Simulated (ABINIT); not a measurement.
## Hg: single point with LDA

Hg:

```
CELL_PARAMETERS angstrom
-1.87674 1.87674 1.91684
1.87674 -1.87674 1.91684
1.87674 1.87674 -1.91684
ATOMIC_POSITIONS crystal
Hg 0.50000 0.50000 0.00000
```

- Program: ABINIT 10.8.3 (patched build)
- Task: single point
- Functional: LDA
- Potentials or basis: HGH LDA
- Cutoff: 299 eV
- k mesh: 8 × 8 × 8
- Occupations: fermi-dirac, width 0.05 eV
- Spin: no spin polarisation

```json
{"Band gap on the k mesh": "none (metal or under the smearing width)", "Valence electrons inside the program's atomic spheres": "Hg 0.43 (radii [1.0584] Å)"}
```

Levels at points of the mesh, in eV from the Fermi level:
```csv
k point,band 1,band 2,band 3,band 4,band 5
"(0.00, 0.00, 0.00)",-7.36,13.19,14.00,14.09,14.09
"(0.50, 0.00, 0.00)",-1.70,-0.69,9.88,11.36,12.13
"(0.50, 0.50, 0.00)",-1.54,-0.61,9.57,10.99,11.93
"(0.50, 0.50, 0.50)",3.39,4.28,4.79,4.79,8.42
```

Wall time 1.6 s on 1 thread of Arm Neoverse V2, with other jobs on the host, peak memory 0.05 GiB.

Caveat: HGH potentials are hard and often keep d shells in the core, so these values are rough. The run has no spin-orbit coupling, so splittings on Hg are missing.
